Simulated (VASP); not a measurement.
# ZnS (Wurtzite-2H) (P6_3mc) in VASP: single point with PBE

Aim: the single point of ZnS (Wurtzite-2H) with PBE.

Everything below comes from runs of VASP 6.6.1. Logs are shortened: lines on timing, memory, paths and dates and some standing lists are left out, and cuts for length are marked.

**Experimental background.**

A printed reference work, monograph reports, for a bulk crystal of ZnS at 4 K: band gap 3.911 eV (direct).

The results are compared with them further down.

## (1) The structure

It takes space group P6_3mc (No. 186, hexagonal). Conventional cell: a = 3.811 Å, b = 3.811 Å, c = 6.234 Å, α = 90.00°, β = 90.00°, γ = 120.00°. Zn (site symmetry 3m) is surrounded by 4 S at 2.31 to 2.40 Å. S (site symmetry 3m) has 4 Zn at 2.31 to 2.40 Å as nearest neighbours.

## (2) Single point, PBE

INCAR

```
SYSTEM = ZnS
  PREC = Accurate
  ENCUT = 520
  EDIFF = 1E-6
  ISMEAR = 0
  SIGMA = 0.01
  LREAL = .FALSE.
  LASPH = .TRUE.
  NELM = 100
  ALGO = Fast
  ISIF = 2
  LWAVE = .FALSE.
  LCHARG = .FALSE.
  GGA = PE
  NBANDS = 26
```

KPOINTS

```
Automatic mesh
0
G
  5 5 3
  0 0 0
```

POSCAR

```
ZnS
1.0
    3.8110000000      0.0000000000      0.0000000000
   -1.9055000000      3.3004230000      0.0000000000
    0.0000000000      0.0000000000      6.2340000000
Zn S
2 2
Direct
    0.3333333333      0.6666666667      0.0000000000
    0.6666666667      0.3333333333      0.5000000000
    0.3333333333      0.6666666667      0.3850000000
    0.6666666667      0.3333333333      0.8850000000
```

Potentials or basis: VASP PAW PBE potentials, release 64 (Zn, S).

Run with:

```sh
$ cat potpaw_PBE.64/Zn/POTCAR potpaw_PBE.64/S/POTCAR > POTCAR
$ mpirun -np 1 vasp_std > vasp.out
```

OUTCAR:

```text
SYSTEM = ZnS
   PREC = Accurate
   ENCUT = 520
   EDIFF = 1E-6
   ISMEAR = 0
   LREAL = .FALSE.
   LASPH = .TRUE.
   NELM = 100
   ISIF = 2
   GGA = PE

 ion  position               nearest neighbor table
   1  0.333  0.667  0.000-   4 2.31   4 2.31   4 2.31   3 2.40
   2  0.667  0.333  0.500-   3 2.31   3 2.31   3 2.31   4 2.40
   3  0.333  0.667  0.385-   2 2.31   2 2.31   2 2.31   1 2.40
   4  0.667  0.333  0.885-   1 2.31   1 2.31   1 2.31   2 2.40

  LATTYP: Found a hexagonal cell.
 ALAT       =     3.8110000000
 C/A-ratio  =     1.6357911309

  Lattice vectors:

 A1 = (   3.8110000000,   0.0000000000,   0.0000000000)
 A2 = (  -1.9055000000,   3.3004230000,   0.0000000000)
 A3 = (   0.0000000000,   0.0000000000,   6.2340000000)

Analysis of symmetry for initial positions (statically):
=====================================================================
 Subroutine PRICEL returns:
 Original cell was already a primitive cell.

 Routine SETGRP: Setting up the symmetry group for a
 hexagonal supercell.

 Subroutine GETGRP returns: Found 12 space group operations
 (whereof  6 operations were pure point group operations)
 out of a pool of 24 trial point group operations.

The static configuration has the point symmetry C_3v.
 The point group associated with its full space group is C_6v.

Analysis of symmetry for dynamics (positions and initial velocities):
=====================================================================
 Subroutine PRICEL returns:
 Original cell was already a primitive cell.

 Routine SETGRP: Setting up the symmetry group for a
 hexagonal supercell.

 Subroutine GETGRP returns: Found 12 space group operations
 (whereof  6 operations were pure point group operations)
 out of a pool of 24 trial point group operations.

The dynamic configuration has the point symmetry C_3v.
 The point group associated with its full space group is C_6v.

 Subroutine INISYM returns: Found 12 space group operations
 (whereof  6 operations are pure point group operations),
 and found     1 'primitive' translations

----------------------------------------------------------------------------------------

                                     Primitive cell

  volume of cell :      78.4107

  direct lattice vectors                    reciprocal lattice vectors
     3.811000000  0.000000000  0.000000000     0.262398321  0.151495733  0.000000000
    -1.905500000  3.300423000  0.000000000     0.000000000  0.302991465  0.000000000
     0.000000000  0.000000000  6.234000000     0.000000000  0.000000000  0.160410651

  length of vectors
     3.811000000  3.811000161  6.234000000     0.302991478  0.302991465  0.160410651

  position of ions in fractional coordinates (direct lattice)
     0.333333333  0.666666667  0.000000000
     0.666666667  0.333333333  0.500000000
     0.333333333  0.666666667  0.385000000
     0.666666667  0.333333333  0.885000000

  ion indices of the primitive-cell ions
   primitive index   ion index
                 1           1
                 2           2
                 3           3
                 4           4

----------------------------------------------------------------------------------------

 KPOINTS: Automatic mesh

Automatic generation of k-mesh.
 Grid dimensions read from file:
 generate k-points for:    5    5    3

 Generating k-lattice:

  Cartesian coordinates                     Fractional coordinates (reciprocal lattice)
     0.052479664  0.030299147  0.000000000     0.200000000  0.000000000  0.000000000
     0.000000000  0.060598293  0.000000000     0.000000000  0.200000000  0.000000000
     0.000000000  0.000000000  0.053470217     0.000000000  0.000000000  0.333333333

  Length of vectors
     0.060598296  0.060598293  0.053470217

  Shift w.r.t. Gamma in fractional coordinates (k-lattice)
     0.000000000  0.000000000  0.000000000

 Subroutine IBZKPT returns following result:
 ===========================================

 Found     10 irreducible k-points:

 Following reciprocal coordinates:
            Coordinates               Weight
  0.000000  0.000000  0.000000      1.000000
  0.200000  0.000000  0.000000      6.000000
  0.400000  0.000000  0.000000      6.000000
  0.200000  0.200000  0.000000      6.000000
  0.400000  0.200000  0.000000      6.000000
  0.000000  0.000000  0.333333      2.000000
  0.200000  0.000000  0.333333     12.000000
  0.400000  0.000000  0.333333     12.000000
  0.200000  0.200000  0.333333     12.000000
  0.400000  0.200000  0.333333     12.000000
   k-points           NKPTS =     10   k-points in BZ     NKDIM =     10   number of bands    NBANDS=     26
   number of dos      NEDOS =    301   number of ions     NIONS =      4
   total plane-waves  NPLWV =  37632
   dimension x,y,z NGX =    28 NGY =   28 NGZ =   48
   dimension x,y,z NGXF=    56 NGYF=   56 NGZF=   96
   ions per type =               2   2
   NGX,Y,Z   is equivalent  to a cutoff of  12.21, 12.21, 12.80 a.u.
   NGXF,Y,Z  is equivalent  to a cutoff of  24.43, 24.43, 25.60 a.u.
 SYSTEM =  ZnS
   PREC   = accura    normal or accurate (medium, high low for compatibility)
   ISTART =      0    job   : 0-new  1-cont  2-samecut
   ICHARG =      2    charge: 1-file 2-atom 10-const
   ISPIN  =      1    spin polarized calculation?
   LNONCOLLINEAR =      F non collinear calculations
   LSORBIT =      F    spin-orbit coupling
   LASPH  =      T    aspherical Exc in radial PAW
   ENCUT  =  520.0 eV  38.22 Ry    6.18 a.u.   7.09  7.09 11.59*2*pi/ulx,y,z
   NELM   =    100;   NELMIN=  2; NELMDL= -5     # of ELM steps
   EDIFF  = 0.1E-05   stopping-criterion for ELM
   LREAL  =      F    real-space projection
   EDIFFG = 0.1E-04   stopping-criterion for IOM
   NSW    =      0    number of steps for IOM
   IBRION =     -1    ionic relax: 0-MD 1-quasi-New 2-CG
   NFREE  =      0    steps in history (QN), initial steepest desc. (CG)
   ISIF   =      2    stress and relaxation
   ISYM   =      2    0-nonsym 1-usesym 2-fastsym
   POTIM  = 0.5000    time-step for ionic-motion
   TEBEG  =    0.0;   TEEND  =   0.0 temperature during run
   PSTRESS=    0.0 pullay stress
   NELECT =      36.0000    total number of electrons
   NUPDOWN=      -1.0000    fix difference up-down
   EMIN   =  10.00;   EMAX   =-10.00  energy-range for DOS
   EFERMI =   0.00;   METHOD = LEGACY
   ISMEAR =     0;   SIGMA  =   0.01  broadening in eV -4-tet -1-fermi 0-gaus
   EFERMI_NEDOS =   21; number of points for ismear=-14 and -15
   IALGO  =     68    algorithm
   IMIX   =      4    mixing-type and parameters
     AMIX     =   0.40;   BMIX     =  1.00
     AMIX_MAG =   1.60;   BMIX_MAG =  1.00
  volume/ion in A,a.u.               =      19.60       132.29
  Fermi-wavevector in a.u.,A,eV,Ry     =   1.262943  2.386617 21.701646  1.595026
  Thomas-Fermi vector in A             =   2.396326
   LORBIT       =      0    0 simple, 1 ext, 2 COOP (PROOUT), +10 PAW based schemes
   GGA     = PE    functional components
   LHFCALC =     F    Hartree Fock is set to
   AEXX    =    0.0000 exact exchange contribution
   IVDW    =     0    specifies the selected vdW correction
   LEPSILON=     F    determine dielectric tensor
   LRPA    =     F    only Hartree local field effects (RPA)
 non-spin polarized calculation
 RMM-DIIS sequential band-by-band and
 Gauss-broadening in eV      SIGMA  =   0.01
  energy-cutoff  :      520.00
  volume of cell :       78.41
 maximum number of plane-waves:      2121
   NGX = 15   NGY = 15   NGZ = 23

 number of electron      35.9999977 magnetization

 Free energy of the ion-electron system (eV)
  ---------------------------------------------------
  ext. energy  EPLUGINS =         0.00000000
  ---------------------------------------------------
  free energy    TOTEN  =       -13.64001386 eV

  energy without entropy =      -13.64001386  energy(sigma->0) =      -13.64001386

 E-fermi :   2.2149     XC(G=0):  -9.6505

 val. band max:        2.1648659663   @ k =   0.0000   0.0000   0.0000
 cond. band min:       4.4168113865   @ k =   0.0000   0.0000   0.0000
 fundamental gap:      2.2519454202
 Fermi energy:         2.2148694324

 k-point     1 :       0.0000    0.0000    0.0000
  band No.  band energies     occupation
      1     -11.0278      2.00000
      2     -10.1045      2.00000
      3      -4.2095      2.00000
      4      -4.2095      2.00000
      5      -4.1453      2.00000
      6      -4.1453      2.00000
[... 18 lines left out ...]
     25       9.7868      0.00000
     26      11.4761      0.00000

 k-point     2 :       0.2000    0.0000    0.0000
  band No.  band energies     occupation
      1     -10.7667      2.00000
      2      -9.9617      2.00000
      3      -4.2222      2.00000
      4      -4.1519      2.00000
      5      -4.1267      2.00000
      6      -4.0697      2.00000
[... 18 lines left out ...]
     25      10.2671      0.00000
     26      11.0743      0.00000

 k-point     3 :       0.4000    0.0000    0.0000
  band No.  band energies     occupation
      1     -10.2227      2.00000
      2      -9.7749      2.00000
      3      -4.1833      2.00000
      4      -4.0788      2.00000
      5      -4.0274      2.00000
      6      -3.9307      2.00000
[... 18 lines left out ...]
     25      11.0920      0.00000
     26      12.7935      0.00000

 k-point     4 :       0.2000    0.2000    0.0000
  band No.  band energies     occupation
      1     -10.3520      2.00000
      2      -9.7977      2.00000
      3      -4.1318      2.00000
      4      -4.1301      2.00000
      5      -4.0199      2.00000
      6      -4.0152      2.00000
[... 18 lines left out ...]
     25      10.9266      0.00000
     26      11.2229      0.00000
[... 90 lines left out ...]
      1     -10.1088      2.00000
      2      -9.8838      2.00000
      3      -4.1965      2.00000
      4      -4.1237      2.00000
      5      -4.0430      2.00000
      6      -3.9683      2.00000
[... 18 lines left out ...]
     25      11.5387      0.00000
     26      12.1034      0.00000

 k-point     9 :       0.2000    0.2000    0.3333
  band No.  band energies     occupation
      1     -10.2166      2.00000
      2      -9.9387      2.00000
      3      -4.1456      2.00000
      4      -4.1227      2.00000
      5      -4.0425      2.00000
      6      -4.0297      2.00000
[... 18 lines left out ...]
     25      10.2303      0.00000
     26      11.4655      0.00000

 k-point    10 :       0.4000    0.2000    0.3333
  band No.  band energies     occupation
      1      -9.9214      2.00000
      2      -9.8180      2.00000
      3      -4.1115      2.00000
      4      -4.0312      2.00000
      5      -4.0189      2.00000
      6      -3.9347      2.00000
[... 18 lines left out ...]
     25      11.5798      0.00000
     26      12.0642      0.00000

------------------------ aborting loop because EDIFF is reached ----------------------------------------

  FORCE on cell =-STRESS in cart. coord.  units (eV):
  Direction    XX          YY          ZZ          XY          YZ          ZX
  --------------------------------------------------------------------------------------
  -------------------------------------------------------------------------------------
  Total        1.8458421      1.8458423      0.7898774      0.0000000      0.0000000      0.0000000
  in kB       37.7163595     37.7163637     16.1396805      0.0000000      0.0000000      0.0000000
  external PRESSURE =      30.5241346 kB  Pullay stress =       0.0000000 kB

 VOLUME and BASIS-vectors are now :
 -----------------------------------------------------------------------------
  energy-cutoff  :      520.00
  volume of cell :       78.41
      direct lattice vectors                 reciprocal lattice vectors
     3.811000000  0.000000000  0.000000000     0.262398321  0.151495733  0.000000000
    -1.905500000  3.300423000  0.000000000     0.000000000  0.302991465  0.000000000
     0.000000000  0.000000000  6.234000000     0.000000000  0.000000000  0.160410651

 POSITION                                       TOTAL-FORCE (eV/Angst)
 -----------------------------------------------------------------------------------
     -0.00000      2.20028      0.00000        -0.000000      0.000000      0.326575
      1.90550      1.10014      3.11700         0.000000     -0.000000      0.326575
     -0.00000      2.20028      2.40009        -0.000000      0.000000     -0.326575
      1.90550      1.10014      5.51709         0.000000     -0.000000     -0.326575
 -----------------------------------------------------------------------------------
    total drift:                               -0.000000     -0.000000      0.001157

  FREE ENERGIE OF THE ION-ELECTRON SYSTEM (eV)
  ---------------------------------------------------
  free  energy   TOTEN  =       -13.6400138628 eV

  energy  without entropy=      -13.6400138628  energy(sigma->0) =      -13.64001386
```

Run time: 14 s. Hardware: 1 thread of AMD EPYC 9R45 (Zen 5), shared host; peak memory 0.15 GiB.

Results:

| Quantity | Value |
| --- | --- |
| Free energy | -13.6400 eV |
| Pressure | 3.1 GPa |
| Largest force | 0.327 eV/Å |
| Band gap on the k mesh | 2.25 eV, direct |

Forces on the atoms (eV/Å):
```
Zn   0.000  0.000  0.327
Zn   0.000  0.000  0.327
S    0.000  0.000 -0.327
S    0.000  0.000 -0.327
```

Stress tensor (GPa, compression positive):
```
3.77 0.00 0.00
0.00 3.77 0.00
0.00 0.00 1.61
```

## (3) Comparison with measurements

Step 2. Against the measured gap of ZnS, 3.911 eV (direct; 4 K; a printed reference work, monograph), the calculated 2.25 eV is off by -1.66 eV. The value is that of PBE, without temperature or zero-point motion. Semilocal functionals fall short of measured gaps as a rule.
